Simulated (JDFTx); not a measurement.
# NiO (Fm-3m) in JDFTx: a series of runs

Aim: see how the results for NiO move with the level of theory and the settings. Levels: LDA, PBE. Tasks: band structure.

Everything below comes from runs of JDFTx 1.7.0 (patched build). Logs are shortened: lines on timing, memory, paths and dates and some standing lists are left out, and cuts for length are marked. The log counts tension as positive stress, the text compression.

**Experimental background.**

From “Local correlations, non-local screening, multiplets, and band formation in NiO”, 2012, arxiv:1210.6675, for a bulk crystal of NiO: band gap 4.3 eV.

The runs below are set against these values where they give the same quantity.

**1. The crystal as given**

It takes space group Fm-3m (No. 225, cubic). Conventional cell: a = 4.172 Å, b = 4.172 Å, c = 4.172 Å, α = 90.00°, β = 90.00°, γ = 90.00°. Ni (site symmetry m-3m) has 6 O at 2.09 Å as nearest neighbours. Around O (site symmetry m-3m) lie 6 Ni at 2.09 Å.

**2. Band structure, LDA, collinear spin, ferromagnetic start**

bands.in reads:

```
lattice \
    0.0000000000     2.0859016414     2.0859016414 \
    2.0859016414     0.0000000000     2.0859016414 \
    2.0859016414     2.0859016414     0.0000000000
latt-scale 1.889726124626 1.889726124626 1.889726124626
coords-type Lattice
ion Ni     0.0000000000     0.0000000000     0.0000000000 1
ion O      0.5000000000     0.5000000000     0.5000000000 1

ion-species pseudo/Ni.upf
ion-species pseudo/O.upf
elec-cutoff 49 392
elec-ex-corr lda-PW
elec-smearing Fermi 0.0018374661
elec-n-bands 19
spintype z-spin
initial-magnetic-moments Ni 1
elec-initial-magnetization 0.32699 yes
electronic-minimize nIterations 30 energyDiffThreshold 1e-06
davidson-band-ratio 1.3
forces-output-coords Cartesian
include path.kpoints
symmetries none
fix-electron-density run.$VAR

dump-name bands.$VAR
dump End Ecomponents EigStats BandEigs Kpoints Forces
```

path.kpoints reads:

```
kpoint +0.0000000000 +0.0000000000 +0.0000000000 0.020000000000
kpoint +0.0714285714 +0.0000000000 +0.0714285714 0.020000000000
kpoint +0.1428571429 +0.0000000000 +0.1428571429 0.020000000000
kpoint +0.2142857143 +0.0000000000 +0.2142857143 0.020000000000
kpoint +0.2857142857 +0.0000000000 +0.2857142857 0.020000000000
kpoint +0.3571428571 +0.0000000000 +0.3571428571 0.020000000000
kpoint +0.4285714286 +0.0000000000 +0.4285714286 0.020000000000
kpoint +0.5000000000 +0.0000000000 +0.5000000000 0.020000000000
kpoint +0.5000000000 +0.0833333333 +0.5833333333 0.020000000000
kpoint +0.5000000000 +0.1666666667 +0.6666666667 0.020000000000
kpoint +0.5000000000 +0.2500000000 +0.7500000000 0.020000000000
kpoint +0.4375000000 +0.3125000000 +0.7500000000 0.020000000000
kpoint +0.3750000000 +0.3750000000 +0.7500000000 0.020000000000
kpoint +0.3281250000 +0.3281250000 +0.6562500000 0.020000000000
kpoint +0.2812500000 +0.2812500000 +0.5625000000 0.020000000000
kpoint +0.2343750000 +0.2343750000 +0.4687500000 0.020000000000
kpoint +0.1875000000 +0.1875000000 +0.3750000000 0.020000000000
kpoint +0.1406250000 +0.1406250000 +0.2812500000 0.020000000000
kpoint +0.0937500000 +0.0937500000 +0.1875000000 0.020000000000
kpoint +0.0468750000 +0.0468750000 +0.0937500000 0.020000000000
kpoint +0.0000000000 +0.0000000000 +0.0000000000 0.020000000000
kpoint +0.0833333333 +0.0833333333 +0.0833333333 0.020000000000
kpoint +0.1666666667 +0.1666666667 +0.1666666667 0.020000000000
kpoint +0.2500000000 +0.2500000000 +0.2500000000 0.020000000000
kpoint +0.3333333333 +0.3333333333 +0.3333333333 0.020000000000
kpoint +0.4166666667 +0.4166666667 +0.4166666667 0.020000000000
kpoint +0.5000000000 +0.5000000000 +0.5000000000 0.020000000000
kpoint +0.5250000000 +0.4500000000 +0.5250000000 0.020000000000
kpoint +0.5500000000 +0.4000000000 +0.5500000000 0.020000000000
kpoint +0.5750000000 +0.3500000000 +0.5750000000 0.020000000000
kpoint +0.6000000000 +0.3000000000 +0.6000000000 0.020000000000
kpoint +0.6250000000 +0.2500000000 +0.6250000000 0.020000000000
kpoint +0.5625000000 +0.2500000000 +0.6875000000 0.020000000000
kpoint +0.5000000000 +0.2500000000 +0.7500000000 0.020000000000
kpoint +0.5000000000 +0.2916666667 +0.7083333333 0.020000000000
kpoint +0.5000000000 +0.3333333333 +0.6666666667 0.020000000000
kpoint +0.5000000000 +0.3750000000 +0.6250000000 0.020000000000
kpoint +0.5000000000 +0.4166666667 +0.5833333333 0.020000000000
kpoint +0.5000000000 +0.4583333333 +0.5416666667 0.020000000000
kpoint +0.5000000000 +0.5000000000 +0.5000000000 0.020000000000
kpoint +0.4791666667 +0.4791666667 +0.5416666667 0.020000000000
kpoint +0.4583333333 +0.4583333333 +0.5833333333 0.020000000000
kpoint +0.4375000000 +0.4375000000 +0.6250000000 0.020000000000
kpoint +0.4166666667 +0.4166666667 +0.6666666667 0.020000000000
kpoint +0.3958333333 +0.3958333333 +0.7083333333 0.020000000000
kpoint +0.3750000000 +0.3750000000 +0.7500000000 0.020000000000
kpoint +0.6250000000 +0.2500000000 +0.6250000000 0.020000000000
kpoint +0.5833333333 +0.1666666667 +0.5833333333 0.020000000000
kpoint +0.5416666667 +0.0833333333 +0.5416666667 0.020000000000
kpoint +0.5000000000 +0.0000000000 +0.5000000000 0.020000000000
```

Potentials or basis: PseudoDojo-SR-LDA-0.4.1-standard.

On the command line:

```bash
$ jdftx -c 1 -i bands.in -o bands.out
```

Log:

```text
*************** JDFTx 1.7.0 (patched build) ***************

Input parsed successfully to the following command list (including defaults):
[... the input with its defaults ...]

---------- Initializing the Grid ----------
R =
[            0      3.94178      3.94178  ]
[      3.94178            0      3.94178  ]
[      3.94178      3.94178            0  ]
unit cell volume = 122.492
G =
[  -0.796998   0.796998   0.796998  ]
[   0.796998  -0.796998   0.796998  ]
[   0.796998   0.796998  -0.796998  ]
Minimum fftbox size, Smin = [  52  52  52  ]
Chosen fftbox size, S = [  54  54  54  ]

---------- Initializing tighter grid for wavefunction operations ----------
R =
[            0      3.94178      3.94178  ]
[      3.94178            0      3.94178  ]
[      3.94178      3.94178            0  ]
unit cell volume = 122.492
G =
[  -0.796998   0.796998   0.796998  ]
[   0.796998  -0.796998   0.796998  ]
[   0.796998   0.796998  -0.796998  ]
Minimum fftbox size, Smin = [  36  36  36  ]
Chosen fftbox size, S = [  36  36  36  ]

---------- Exchange Correlation functional ----------
Initalized Slater LDA exchange.
Initalized Perdew-Wang LDA correlation.

---------- Setting up pseudopotentials ----------
Width of ionic core gaussian charges (only for fluid interactions / plotting) set to 0

Reading pseudopotential file 'pseudo/Ni.upf':
  'Ni' pseudopotential, 'SLA  PW   NOGX NOGC' functional
  Generated using ONCVPSP code by D. R. Hamann
  18 valence electrons, 4 orbitals, 6 projectors, 1001 radial grid points, with lMax = 2
    3S    l: 0   occupation:  2.0   eigenvalue: -4.060835
    3P    l: 1   occupation:  6.0   eigenvalue: -2.618750
    3D    l: 2   occupation:  8.0   eigenvalue: -0.335900
    4S    l: 0   occupation:  2.0   eigenvalue: -0.215335
  Core radius for overlap checks: 1.60 bohrs.

Reading pseudopotential file 'pseudo/O.upf':
  'O' pseudopotential, 'SLA  PW   NOGX NOGC' functional
  Generated using ONCVPSP code by D. R. Hamann
  6 valence electrons, 2 orbitals, 5 projectors, 926 radial grid points, with lMax = 2
    2S    l: 0   occupation:  2.0   eigenvalue: -0.872925
    2P    l: 1   occupation:  4.0   eigenvalue: -0.338004
  Core radius for overlap checks: 1.39 bohrs.

Initialized 2 species with 2 total atoms.

Folded 50 k-points by 1x1x1 to 50 k-points.

---------- Setting up k-points, bands, fillings ----------
No reducable k-points.
Computing the number of bands and number of electrons
Calculating initial fillings.
nElectrons:  24.000000   nBands: 19   nStates: 100

----- Setting up reduced wavefunction bases (one per k-point) -----
average nbasis = 2009.140 , ideal nbasis = 2006.763

---------- Setting up ewald sum ----------
Optimum gaussian width for ewald sums = 1.790290 bohr.
Real space sum over 1331 unit cells with max indices [  5  5  5  ]
Reciprocal space sum over 2197 terms with max indices [  6  6  6  ]

---------- Allocating electronic variables ----------
Reading n_up from file 'run.n_up' ... done
Reading n_dn from file 'run.n_dn' ... done
Initializing wave functions:  linear combination of atomic orbitals
Note: number of bands (19) exceeds available atomic orbitals (14)

----------- Band structure minimization -------------
Minimization will be done independently for each quantum number.

---- Minimization of quantum number:     0  [ +0.0000000 +0.0000000 +0.0000000 ]  0.020000000  spin +1 ----
BandDavidson: Iter:   0  Eband: +0.043309055191666
BandDavidson: Iter:   1  Eband: +0.030378628520369  dEband: -1.293043e-02
BandDavidson: Iter:   2  Eband: +0.028448919407094  dEband: -1.929709e-03
BandDavidson: Iter:   3  Eband: +0.028154895100742  dEband: -2.940243e-04
[... 1076 lines of inner loops ...]
BandDavidson: Iter:   4  Eband: +0.022961551704266  dEband: -4.577967e-06
BandDavidson: Iter:   5  Eband: +0.022960779769281  dEband: -7.719350e-07
BandDavidson: Converged (dEband<1.000000e-06)
	FillingsUpdate:  mu: +0.513631277  nElectrons: 24.000000  magneticMoment: [ Abs: 0.32723  Tot: +0.32701 ]
WARNING: these k-points are no uniform mesh, so that mu and the fillings of partly filled bands are only those of these points: take mu from the calculation that made the density or potential.

Dumping 'bands.eigStats' ...
	eMin: -3.238829 at state 20 ( [ +0.000000 +0.000000 +0.000000 ] spin 1 )
	HOMO: +0.515635 at state 33 ( [ +0.500000 +0.250000 -0.250000 ] spin 1 )
	mu  : +0.513631
	LUMO: +0.512569 at state 68 ( [ +0.093750 +0.093750 +0.187500 ] spin -1 )
	eMax: +1.586954 at state 55 ( [ +0.357143 +0.000000 +0.357143 ] spin -1 )
	HOMO-LUMO gap: -0.003067
	Optical gap  : +0.010924 at state 55 ( [ +0.357143 +0.000000 +0.357143 ] spin -1 )
Done!
[note: mu, HOMO and LUMO in a band run belong to the points of the path alone and aren't those of the crystal]
```

It took 36 s on 1 thread of Arm Neoverse V1, shared host; peak memory 0.11 GiB.

Results:

```yaml
Band_gap_along_the_path: none (metal or under the smearing width)
```

Levels at the corners of the path, in eV from the Fermi level:
Spin up:
```csv
point,band 10,band 11,band 12,band 13,band 14,band 15,band 16
Γ,-1.84,-1.84,-1.81,-1.81,1.72,17.82,19.02
X,-1.42,-0.86,-0.73,-0.73,6.31,10.47,12.47
W,-1.14,-0.99,-0.73,-0.16,8.59,10.68,10.68
K,-0.87,-0.68,-0.67,-0.15,7.92,10.40,10.45
Γ,-1.84,-1.84,-1.81,-1.81,1.72,17.82,19.02
L,-1.02,-0.63,1.13,1.13,5.66,9.97,14.08
U,-0.87,-0.68,-0.67,-0.15,7.92,10.40,10.45
W,-1.14,-0.99,-0.73,-0.16,8.59,10.68,10.68
L,-1.02,-0.63,1.13,1.13,5.66,9.97,14.08
K,-0.87,-0.68,-0.67,-0.15,7.92,10.40,10.45
U,-0.87,-0.68,-0.67,-0.15,7.92,10.40,10.45
X,-1.42,-0.86,-0.73,-0.73,6.31,10.47,12.47
```
Spin down:
| point | band 10 | band 11 | band 12 | band 13 | band 14 | band 15 |
| --- | --- | --- | --- | --- | --- | --- |
| Γ | -1.65 | -1.65 | -1.42 | -1.42 | 1.78 | 17.82 |
| X | -1.02 | -0.51 | -0.51 | -0.46 | 6.39 | 10.53 |
| W | -0.95 | -0.59 | -0.51 | 0.20 | 8.67 | 10.74 |
| K | -0.65 | -0.48 | -0.29 | 0.20 | 7.99 | 10.47 |
| Γ | -1.65 | -1.65 | -1.42 | -1.42 | 1.78 | 17.82 |
| L | -0.79 | -0.43 | 1.44 | 1.44 | 5.70 | 10.06 |
| U | -0.65 | -0.48 | -0.29 | 0.20 | 7.99 | 10.47 |
| W | -0.95 | -0.59 | -0.51 | 0.20 | 8.67 | 10.74 |
| L | -0.79 | -0.43 | 1.44 | 1.44 | 5.70 | 10.06 |
| K | -0.65 | -0.48 | -0.29 | 0.20 | 7.99 | 10.47 |
| U | -0.65 | -0.48 | -0.29 | 0.20 | 7.99 | 10.47 |
| X | -1.02 | -0.51 | -0.51 | -0.46 | 6.39 | 10.53 |

Caveat: semilocal functionals often make such compounds metallic where correlation or magnetic order opens a gap, which also shifts bond lengths.

**3. Band structure, PBE, collinear spin, ferromagnetic start**

bands.in reads:

```
lattice \
    0.0000000000     3.9417828252     3.9417828252 \
    3.9417828252     0.0000000000     3.9417828252 \
    3.9417828252     3.9417828252     0.0000000000
coords-type Lattice
ion Ni     0.0000000000     0.0000000000     0.0000000000 1
ion O      0.5000000000     0.5000000000     0.5000000000 1

ion-species pseudo/Ni.upf
ion-species pseudo/O.upf
elec-cutoff 49 392
elec-ex-corr gga-PBE
elec-smearing Fermi 0.0018374661
elec-n-bands 19
spintype z-spin
initial-magnetic-moments Ni 1
elec-initial-magnetization 1.83054 yes
electronic-minimize nIterations 30 energyDiffThreshold 1e-06
davidson-band-ratio 1.3
forces-output-coords Cartesian
include path.kpoints
symmetries none
fix-electron-density run.$VAR

dump-name bands.$VAR
dump End Ecomponents EigStats BandEigs Kpoints Forces
```

path.kpoints is that of step 2.

Potentials or basis: PseudoDojo-SR-PBE-0.5-standard.

On the command line:

```bash
$ jdftx -c 1 -i bands.in -o bands.out
```

It took 38 s on 1 thread of Arm Neoverse V1, shared host; peak memory 0.13 GiB.

Results (log left out):

* Band gap along the path: none (metal or under the smearing width)

Levels at the corners of the path, in eV from the Fermi level:
Spin up:
| point | band 11 | band 12 | band 13 | band 14 | band 15 | band 16 |
| --- | --- | --- | --- | --- | --- | --- |
| Γ | -2.67 | -2.67 | -2.67 | 1.62 | 17.90 | 18.92 |
| X | -2.41 | -1.66 | -1.66 | 6.21 | 10.61 | 12.25 |
| W | -1.91 | -1.66 | -1.36 | 8.54 | 10.71 | 10.71 |
| K | -1.78 | -1.55 | -1.28 | 7.86 | 10.35 | 10.55 |
| Γ | -2.67 | -2.67 | -2.67 | 1.62 | 17.90 | 18.92 |
| L | -1.43 | 0.21 | 0.21 | 5.66 | 10.02 | 14.08 |
| U | -1.78 | -1.55 | -1.28 | 7.86 | 10.35 | 10.55 |
| W | -1.91 | -1.66 | -1.36 | 8.54 | 10.71 | 10.71 |
| L | -1.43 | 0.21 | 0.21 | 5.66 | 10.02 | 14.08 |
| K | -1.78 | -1.55 | -1.28 | 7.86 | 10.35 | 10.55 |
| U | -1.78 | -1.55 | -1.28 | 7.86 | 10.35 | 10.55 |
| X | -2.41 | -1.66 | -1.66 | 6.21 | 10.61 | 12.25 |
Spin down:
| point | band 8 | band 9 | band 10 | band 11 | band 12 | band 13 | band 14 | band 15 |
| --- | --- | --- | --- | --- | --- | --- | --- | --- |
| Γ | -2.41 | -1.76 | -1.76 | -1.76 | -0.49 | -0.49 | 1.96 | 17.82 |
| X | -3.78 | -2.75 | -0.66 | -0.66 | -0.06 | 0.49 | 6.61 | 11.00 |
| W | -5.10 | -0.99 | -0.99 | -0.65 | 0.35 | 1.09 | 9.06 | 11.05 |
| K | -4.33 | -1.56 | -0.79 | -0.57 | 0.61 | 1.12 | 8.27 | 10.70 |
| Γ | -2.41 | -1.76 | -1.76 | -1.76 | -0.49 | -0.49 | 1.96 | 17.82 |
| L | -4.73 | -0.85 | -0.85 | -0.48 | 2.34 | 2.34 | 5.81 | 10.57 |
| U | -4.33 | -1.56 | -0.79 | -0.57 | 0.61 | 1.12 | 8.27 | 10.70 |
| W | -5.10 | -0.99 | -0.99 | -0.65 | 0.35 | 1.09 | 9.06 | 11.05 |
| L | -4.73 | -0.85 | -0.85 | -0.48 | 2.34 | 2.34 | 5.81 | 10.57 |
| K | -4.33 | -1.56 | -0.79 | -0.57 | 0.61 | 1.12 | 8.27 | 10.70 |
| U | -4.33 | -1.56 | -0.79 | -0.57 | 0.61 | 1.12 | 8.27 | 10.70 |
| X | -3.78 | -2.75 | -0.66 | -0.66 | -0.06 | 0.49 | 6.61 | 11.00 |

Caveat: semilocal functionals often make such compounds metallic where correlation or magnetic order opens a gap, which also shifts bond lengths.

**4. For comparison**

An earlier run on the cell as given: functional PBE; potentials or basis PseudoDojo-SR-PBE-0.5-standard; cutoff 1333 eV; density cutoff 10667 eV; k mesh 11 × 11 × 11; occupations fermi-dirac, width 0.05 eV; collinear spin, ferromagnetic start; starting moments [1.0, 0.0] μB.

- Pressure: 6.0 GPa
- Band gap on the k mesh: none (metal or under the smearing width)
- Net moment: 1.83 μB per cell
- Absolute moment: 1.84 μB per cell
- Site moments: Ni +1.47; O +0.36 μB
- Loewdin charges: Ni +1.09; O -0.98 e

**5. Comparison with measurements**

Step 2. Measured gap of NiO: 4.3 eV (quoted in “Local correlations, non-local screening, multiplets, and band formation in NiO”, 2012, arxiv:1210.6675). This calculation gives 0.00 eV (-4.30 eV). So large a miss can be the level of theory's own, or it may mean another phase, state or a wrong row. The value is that of LDA, without temperature or zero-point motion. Semilocal functionals fall short of measured gaps as a rule.

Step 3. A measured gap of NiO is 4.3 eV (quoted in “Local correlations, non-local screening, multiplets, and band formation in NiO”, 2012, arxiv:1210.6675); the calculated 0.00 eV misses it by -4.30 eV. So large a miss can be the level of theory's own, or it may mean another phase, state or a wrong row. The value is that of PBE, without temperature or zero-point motion. Semilocal functionals fall short of measured gaps as a rule.
